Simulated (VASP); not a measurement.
# MoS2 (R3m) in VASP: settings compared

Aim: see how the results for MoS2 move with the level of theory and the settings. Levels: r2SCAN, PBEsol. Tasks: single point, relaxation of cell and atoms.

Program: VASP 6.6.1. These are calculated values, not measurements. Logs are shortened: lines on timing, memory, paths and dates and some standing lists are left out, and cuts for length are marked.

### 1 Starting point

Symmetry: R3m, No. 160, trigonal system. The conventional cell has a = 3.248 Å, b = 3.248 Å, c = 19.868 Å, α = 90.00°, β = 90.00°, γ = 120.00°. Around Mo (site symmetry 3m) lie 6 S at 2.42 Å. S (site symmetry 3m) is surrounded by 3 Mo at 2.42 Å. Around S (site symmetry 3m) lie 3 Mo at 2.42 Å.

Measurements of this composition are mostly on another form, of space group No. 194.

### 2 Single point, r2SCAN

The input, POSCAR:

```
MoS2
1.0
    1.6238280111      0.9375175511      6.6226131817
   -1.6238280111      0.9375175511      6.6226131817
    0.0000000000     -1.8750350669      6.6226131867
Mo S
1 2
Direct
    0.0001084225      0.0001084225      0.0001084225
    0.2562334940      0.2562334940      0.2562334940
    0.4106580834      0.4106580834      0.4106580834
```

The input, INCAR.step1:

```
ALGO = Normal ; EDIFF = 1E-4
ENCUT = 520 ; GGA = PE
ISMEAR = -1 ; LASPH = T
LCHARG = F ; LREAL = F
LWAVE = T ; NBANDS = 20
NELM = 100 ; PREC = Accurate
SIGMA = 0.02
```

The input, INCAR.step2:

```
ALGO = Normal ; EDIFF = 1E-6
ENCUT = 520 ; ISIF = 2
ISMEAR = -1 ; ISTART = 1
LASPH = T ; LCHARG = F
LMIXTAU = T ; LREAL = F
LWAVE = F ; METAGGA = R2SCAN
NBANDS = 20 ; NELM = 100
PREC = Accurate ; SIGMA = 0.02
```

The input, KPOINTS:

```
k-points
0
Gamma
  10 10 10
```

Potentials or basis: VASP PAW PBE potentials, release 64 (Mo_sv, S).

Started as:

```bash
> cat potpaw_PBE.64/Mo_sv/POTCAR potpaw_PBE.64/S/POTCAR > POTCAR
> cp INCAR.step1 INCAR
> mpirun -np 1 vasp_std > vasp.out
> cp INCAR.step2 INCAR
> mpirun -np 1 vasp_std > vasp.out
```

OUTCAR:

```text
EDIFF = 1E-6
   ENCUT = 520
   ISIF = 2
   ISMEAR = -1
   ISTART = 1
   LASPH = T
   LREAL = F
   METAGGA = R2SCAN
   NELM = 100
   PREC = Accurate

 ion  position               nearest neighbor table
   1  0.000  0.000  0.000-   2 2.42   2 2.42   2 2.42   3 2.42   3 2.42   3 2.42
   2  0.256  0.256  0.256-   1 2.42   1 2.42   1 2.42
   3  0.411  0.411  0.411-   1 2.42   1 2.42   1 2.42

  LATTYP: Found a trigonal (rhomboedric) cell.
 ALAT       =     6.8829326542
 COS(alpha) =     0.8886826106

  Lattice vectors:

 A1 = (   1.6238280111,   0.9375175511,   6.6226131817)
 A2 = (  -1.6238280111,   0.9375175511,   6.6226131817)
 A3 = (   0.0000000000,  -1.8750350669,   6.6226131867)

Analysis of symmetry for initial positions (statically):
=====================================================================
 Subroutine PRICEL returns:
 Original cell was already a primitive cell.

 Routine SETGRP: Setting up the symmetry group for a
 trigonal (rhombohedral) supercell.

 Subroutine GETGRP returns: Found  6 space group operations
 (whereof  6 operations were pure point group operations)
 out of a pool of 12 trial point group operations.

The static configuration has the point symmetry C_3v.

Analysis of symmetry for dynamics (positions and initial velocities):
=====================================================================
 Subroutine PRICEL returns:
 Original cell was already a primitive cell.

 Routine SETGRP: Setting up the symmetry group for a
 trigonal (rhombohedral) supercell.

 Subroutine GETGRP returns: Found  6 space group operations
 (whereof  6 operations were pure point group operations)
 out of a pool of 12 trial point group operations.

The dynamic configuration has the point symmetry C_3v.

 Subroutine INISYM returns: Found  6 space group operations
 (whereof  6 operations are pure point group operations),
 and found     1 'primitive' translations

----------------------------------------------------------------------------------------

                                     Primitive cell

  volume of cell :      60.4923

  direct lattice vectors                    reciprocal lattice vectors
[... 84 lines left out ...]
   LNONCOLLINEAR =      F non collinear calculations
   LSORBIT =      F    spin-orbit coupling
   LASPH  =      T    aspherical Exc in radial PAW
   ENCUT  =  520.0 eV  38.22 Ry    6.18 a.u.  12.80 12.80 12.80*2*pi/ulx,y,z
   NELM   =    100;   NELMIN=  2; NELMDL=  0     # of ELM steps
   EDIFF  = 0.1E-05   stopping-criterion for ELM
   LREAL  =      F    real-space projection
   EDIFFG = 0.1E-04   stopping-criterion for IOM
   NSW    =      0    number of steps for IOM
   IBRION =     -1    ionic relax: 0-MD 1-quasi-New 2-CG
   NFREE  =      0    steps in history (QN), initial steepest desc. (CG)
   ISIF   =      2    stress and relaxation
   ISYM   =      2    0-nonsym 1-usesym 2-fastsym
   POTIM  = 0.5000    time-step for ionic-motion
   TEBEG  =    0.0;   TEEND  =   0.0 temperature during run
   PSTRESS=    0.0 pullay stress
   NELECT =      26.0000    total number of electrons
   NUPDOWN=      -1.0000    fix difference up-down
   EMIN   =  10.00;   EMAX   =-10.00  energy-range for DOS
   EFERMI =   0.00;   METHOD = LEGACY
   ISMEAR =    -1;   SIGMA  =   0.02  broadening in eV -4-tet -1-fermi 0-gaus
   EFERMI_NEDOS =   21; number of points for ismear=-14 and -15
   IALGO  =     38    algorithm
   IMIX   =      4    mixing-type and parameters
     AMIX     =   0.40;   BMIX     =  1.00
     AMIX_MAG =   1.60;   BMIX_MAG =  1.00
  volume/ion in A,a.u.               =      20.16       136.07
  Fermi-wavevector in a.u.,A,eV,Ry     =   1.235471  2.334702 20.767781  1.526389
  Thomas-Fermi vector in A             =   2.370119
   LORBIT       =      0    0 simple, 1 ext, 2 COOP (PROOUT), +10 PAW based schemes
   METAGGA = R2SCAN    functional components
   LHFCALC =     F    Hartree Fock is set to
   AEXX    =    0.0000 exact exchange contribution
   IVDW    =     0    specifies the selected vdW correction
   LEPSILON=     F    determine dielectric tensor
   LRPA    =     F    only Hartree local field effects (RPA)
 non-spin polarized calculation
  energy-cutoff  :      520.00
  volume of cell :       60.49
 maximum number of plane-waves:      1652
 NGX is ok and might be reduce to    54
   NGX = 25   NGY = 25   NGZ = 25

 number of electron      26.0000000 magnetization

 Free energy of the ion-electron system (eV)
  ---------------------------------------------------
  ext. energy  EPLUGINS =         0.00000000
  ---------------------------------------------------
  free energy    TOTEN  =       -45.00414923 eV

  energy without entropy =      -45.00414923  energy(sigma->0) =      -45.00414923

 E-fermi :   6.3372     XC(G=0): -10.6662

 val. band max:        5.8829621453   @ k =   0.5000   0.5000   0.5000
 cond. band min:       6.8596062021   @ k =  -0.3000   0.3000   0.0000
 fundamental gap:      0.9766440568
 Fermi energy:         6.3371703787

 k-point     1 :       0.0000    0.0000    0.0000
  band No.  band energies     occupation
      1     -57.6448      2.00000
      2     -31.0148      2.00000
      3     -30.8791      2.00000
      4     -30.8791      2.00000
      5      -9.4371      2.00000
      6      -7.8839      2.00000
[... 541 lines left out ...]
     19      13.9456      0.00000
     20      14.7095      0.00000

 [... further k-points ...]

------------------------ aborting loop because EDIFF is reached ----------------------------------------

  FORCE on cell =-STRESS in cart. coord.  units (eV):
  Direction    XX          YY          ZZ          XY          YZ          ZX
  --------------------------------------------------------------------------------------
  -------------------------------------------------------------------------------------
  Total       -1.8547960     -1.8547960     -0.1583775      0.0000000      0.0000000      0.0000000
  in kB      -49.1254630    -49.1254630     -4.1947288      0.0000000      0.0000001      0.0000000
  external PRESSURE =     -34.1485516 kB  Pullay stress =       0.0000000 kB

 VOLUME and BASIS-vectors are now :
 -----------------------------------------------------------------------------
  energy-cutoff  :      520.00
  volume of cell :       60.49
      direct lattice vectors                 reciprocal lattice vectors
     1.623828011  0.937517551  6.622613182     0.307914383  0.177774452  0.050332599
    -1.623828011  0.937517551  6.622613182    -0.307914383  0.177774452  0.050332599
     0.000000000 -1.875035067  6.622613187     0.000000000 -0.355548904  0.050332600

 POSITION                                       TOTAL-FORCE (eV/Angst)
 -----------------------------------------------------------------------------------
      0.00000      0.00000      0.00215         0.000000      0.000000      0.000080
      0.00000      0.00000      5.09081         0.000000     -0.000000     -0.000630
      0.00000      0.00000      8.15889         0.000000      0.000000      0.000551
 -----------------------------------------------------------------------------------
    total drift:                               -0.000000      0.000000      0.000002

  FREE ENERGIE OF THE ION-ELECTRON SYSTEM (eV)
  ---------------------------------------------------
  free  energy   TOTEN  =       -45.0041492255 eV

  energy  without entropy=      -45.0041492255  energy(sigma->0) =      -45.00414923
```

OUTCAR.step1:

```text
EDIFF = 1E-4
   ENCUT = 520
   GGA = PE
   ISMEAR = -1
   LASPH = T
[... 778 lines left out ...]
      0.00000      0.00000      0.00215         0.000000      0.000000      0.000237
      0.00000      0.00000      5.09081         0.000000     -0.000000     -0.122884
      0.00000      0.00000      8.15889         0.000000      0.000000      0.122647
 -----------------------------------------------------------------------------------
    total drift:                                0.000000      0.000000     -0.000046

  FREE ENERGIE OF THE ION-ELECTRON SYSTEM (eV)
  ---------------------------------------------------
  free  energy   TOTEN  =       -21.8163418550 eV

  energy  without entropy=      -21.8163418550  energy(sigma->0) =      -21.81634186
```

OSZICAR.step1:

```text
N       E                     dE             d eps       ncg     rms          rms(c)
DAV:   1     0.185156899609E+03    0.18516E+03   -0.13249E+04  4688   0.121E+03
DAV:   2    -0.156482550623E+02   -0.20081E+03   -0.19556E+03  5732   0.311E+02
DAV:   3    -0.233101362221E+02   -0.76619E+01   -0.75873E+01  5700   0.571E+01
DAV:   4    -0.234110587313E+02   -0.10092E+00   -0.10087E+00  5868   0.691E+00
DAV:   5    -0.234127056839E+02   -0.16470E-02   -0.16469E-02  5832   0.846E-01    0.225E+01
DAV:   6    -0.222513014618E+02    0.11614E+01   -0.12466E+01  4872   0.206E+01    0.872E+00
DAV:   7    -0.219091431329E+02    0.34216E+00   -0.42738E+00  4748   0.117E+01    0.551E+00
DAV:   8    -0.218165323414E+02    0.92611E-01   -0.50188E-01  5312   0.431E+00    0.154E+00
DAV:   9    -0.218171651901E+02   -0.63285E-03   -0.19001E-02  5444   0.865E-01    0.531E-01
DAV:  10    -0.218163701220E+02    0.79507E-03   -0.85973E-03  5236   0.609E-01    0.132E-01
DAV:  11    -0.218163418550E+02    0.28267E-04   -0.77084E-04  5368   0.189E-01
   1 F= -.21816342E+02 E0= -.21816342E+02  d E =-.119434E-10
```

It took 32 min on 1 thread of Intel Xeon Platinum 8559C (Emerald Rapids), shared host; peak memory 0.48 GiB.

Results:

| Property | Result |
| --- | --- |
| Free energy | -45.0041 eV |
| Pressure | -3.4 GPa |
| Band gap on the k mesh | 0.98 eV, indirect (least direct gap 1.83 eV) |

Stress tensor (GPa, compression positive):
```
-4.91  0.00  0.00
 0.00 -4.91  0.00
 0.00  0.00 -0.42
```

Caveat: the PAW data sets were made with another functional, which shifts forces and pressure a little.

### 3 Single point, PBEsol

This run uses another cell than the first one, of 17.91 Å³/atom, 0.888 times its volume.

The input, INCAR:

```
SYSTEM = MoS2
PREC     = Accurate       ! precision mode
ENCUT    = 520            ! plane-wave cutoff, eV
EDIFF    = 1E-6           ! SCF threshold, eV
ISMEAR   = -1             ! smearing method
SIGMA    = 0.02           ! smearing width, eV
LREAL    = .False.        ! projectors in reciprocal space
LASPH    = .True.         ! aspherical terms in the spheres
NELM     = 100            ! most SCF steps
ALGO     = Fast           ! electronic algorithm
ISIF     = 2              ! what is computed and relaxed
LWAVE    = .False.        ! write WAVECAR
LCHARG   = .True.         ! write CHGCAR
GGA      = PS             ! functional
LELF     = .True.         ! ELF
LVHAR    = .True.       
NBANDS   = 20             ! bands
```

The input, KPOINTS:

```
regular mesh
0
Gamma
  8 8 8
  0 0 0
```

The input, POSCAR:

```
MoS2
1.0
    1.5716324634      0.9073824275      6.2787931678
   -1.5716324634      0.9073824275      6.2787931678
    0.0000000000     -1.8147648499      6.2787931685
Mo S
1 2
Direct
    0.0001014098      0.0001014098      0.0001014098
    0.2507307514      0.2507307514      0.2507307514
    0.4161678388      0.4161678388      0.4161678388
```

Potentials or basis: VASP PAW PBE potentials, release 64 (Mo_sv, S).

Started as:

```bash
> cat potpaw_PBE.64/Mo_sv/POTCAR potpaw_PBE.64/S/POTCAR > POTCAR
> mpirun -np 1 vasp_std > vasp.out
```

Wall time 4.2 min (1 thread of Intel Xeon Platinum 8559C (Emerald Rapids), shared host); peak memory 0.36 GiB.

Results (log left out):

```
Free energy            : -23.4502 eV
Pressure               : 0.0 GPa
Band gap on the k mesh : 1.12 eV, indirect (least direct gap 2.10 eV)
```

Levels at points of the mesh, in eV from the valence-band top:
| k point | band 10 | band 11 | band 12 | band 13 | band 14 | band 15 | band 16 | band 17 |
| --- | --- | --- | --- | --- | --- | --- | --- | --- |
| (0.00, 0.00, 0.00) | -2.09 | -2.09 | -1.32 | -1.15 | 2.23 | 2.23 | 2.60 | 2.60 |
| (0.50, 0.00, 0.00) | -3.84 | -2.31 | -1.43 | -1.37 | 1.81 | 2.20 | 3.58 | 3.68 |
| (0.50, 0.50, 0.00) | -3.79 | -2.82 | -1.58 | -1.20 | 1.77 | 2.34 | 3.14 | 4.04 |
| (0.50, 0.50, 0.50) | -3.24 | -2.06 | -2.06 | 0.00 | 2.31 | 2.31 | 2.50 | 2.50 |

Caveat: the PAW data sets were made with another functional, which shifts forces and pressure a little.

### 4 Relaxation of cell and atoms, PBEsol

This run uses another cell than the first one, of 17.73 Å³/atom, 0.879 times its volume.

The input, INCAR:

```
SYSTEM = MoS2
ALGO = Fast ; EDIFF = 1E-6
EDIFFG = -0.01 ; ENCUT = 600
GGA = PS ; IBRION = 2
ISIF = 3 ; ISMEAR = -1
LASPH = .TRUE. ; LCHARG = .FALSE.
LREAL = .FALSE. ; LWAVE = .FALSE.
NELM = 100 ; NSW = 80
PREC = Accurate ; SIGMA = 0.02
```

The input, KPOINTS:

```
k-points
0
G
  8 8 8
  0 0 0
```

The input, POSCAR:

```
MoS2
1.0
    1.5800000000      0.9122134300      6.1500000000
   -1.5800000000      0.9122134300      6.1500000000
    0.0000000000     -1.8244268500      6.1500000000
Mo S
1 2
Direct
    0.0000000000      0.0000000000      0.0000000000
    0.2500000000      0.2500000000      0.2500000000
    0.4170000000      0.4170000000      0.4170000000
```

Started as:

```bash
> cat potpaw_PBE.64/Mo_sv/POTCAR potpaw_PBE.64/S/POTCAR > POTCAR
> mpirun -np 1 vasp_std > vasp.out
```

Wall time 43 min (1 thread of Intel Xeon Platinum 8559C (Emerald Rapids), shared host); peak memory 0.45 GiB.

It converged, with:

```
Free energy                            : -23.4508 eV
Relaxed volume                         : 17.86 Å³/atom
Relaxed cell                           : a = 6.520 Å, b = 6.520 Å, c = 6.520 Å, α = 27.90°, β = 27.90°, γ = 27.90°
Space group after relaxing (to 0.05 Å) : R3m (No. 160)
Energy gained by relaxing              : 2.0 meV/atom
Ionic steps                            : 18
Pressure after relaxing                : 0.0 GPa
Largest force after relaxing           : 0.006 eV/Å
Band gap on the k mesh                 : 1.10 eV, indirect (least direct gap 2.10 eV)
```

Forces in eV/Å, atoms in the order of the input:
```
Mo   0.000  0.000  0.000
S    0.000  0.000  0.005
S    0.000  0.000 -0.006
```

Step by step:
```csv
step,energy change (eV),largest force (eV/Å),pressure (GPa),volume (Å³)
1,0.0000,0.2609,0.32,53.18
2,-0.0014,0.3277,-1.64,53.46
3,-0.0043,0.0661,-0.77,53.33
4,-0.0048,0.0269,0.72,52.80
5,-0.0054,0.0263,0.05,53.03
6,-0.0055,0.0313,0.04,53.06
7,-0.0055,0.0345,0.06,53.06
8,-0.0055,0.0371,0.01,53.08
9,-0.0056,0.0455,-0.06,53.16
10,-0.0056,0.0621,-0.19,53.30
11,-0.0057,0.0550,-0.15,53.31
12,-0.0058,0.0365,-0.08,53.33
13,-0.0058,0.0041,0.08,53.37
14,-0.0058,0.0170,0.14,53.39
15,-0.0059,0.0199,0.13,53.43
16,-0.0059,0.0331,0.07,53.55
17,-0.0059,0.0104,0.01,53.58
18,-0.0059,0.0055,-0.03,53.59
```

Final structure:
```xyz
3
Lattice="1.5718 0.9075 6.2621 -1.5718 0.9075 6.2621 0.0000 -1.8150 6.2621" Properties=species:S:1:pos:R:3 pbc="T T T"
Mo    0.0000    0.0000    0.0019
S     0.0000    0.0000    4.7062
S     0.0000    0.0000    7.8224
```

Levels at points of the mesh, in eV from the valence-band top:
```csv
k point,band 10,band 11,band 12,band 13,band 14,band 15,band 16,band 17
"(0.00, 0.00, 0.00)",-2.10,-2.10,-1.31,-1.16,2.22,2.22,2.59,2.59
"(0.50, 0.00, 0.00)",-3.86,-2.32,-1.44,-1.38,1.80,2.19,3.57,3.66
"(0.50, 0.50, 0.00)",-3.80,-2.84,-1.60,-1.21,1.76,2.33,3.12,4.03
"(0.50, 0.50, 0.50)",-3.25,-2.08,-2.08,0.00,2.30,2.30,2.48,2.48
```

Caveat: the PAW data sets were made with another functional, which shifts forces and pressure a little. A k mesh can miss the band edges.

### 5 Summary

| task | level | cell | k mesh | cutoff (eV) | gap on the mesh (eV) | pressure (GPa) |
| --- | --- | --- | --- | --- | --- | --- |
| single point | r2SCAN | R3m, 20.16 Å³/atom | 10 × 10 × 10 | 520 | 0.98 | -3.4 |
| single point | PBEsol | R3m, 17.91 Å³/atom | 8 × 8 × 8 | 520 | 1.12 | 0.0 |
| relaxation of cell and atoms | PBEsol | relaxed | 8 × 8 × 8 | 600 | 1.10 | 0.0 |

Alike in all rows: potentials or basis VASP PAW PBE potentials, release 64 (Mo_sv, S); no spin polarisation; smearing fermi-dirac 0.02 eV.

Caveats: the PAW data sets were made with another functional, which shifts forces and pressure a little.

Total energies depend on the potentials used, so only differences within one code and one set of settings carry meaning.
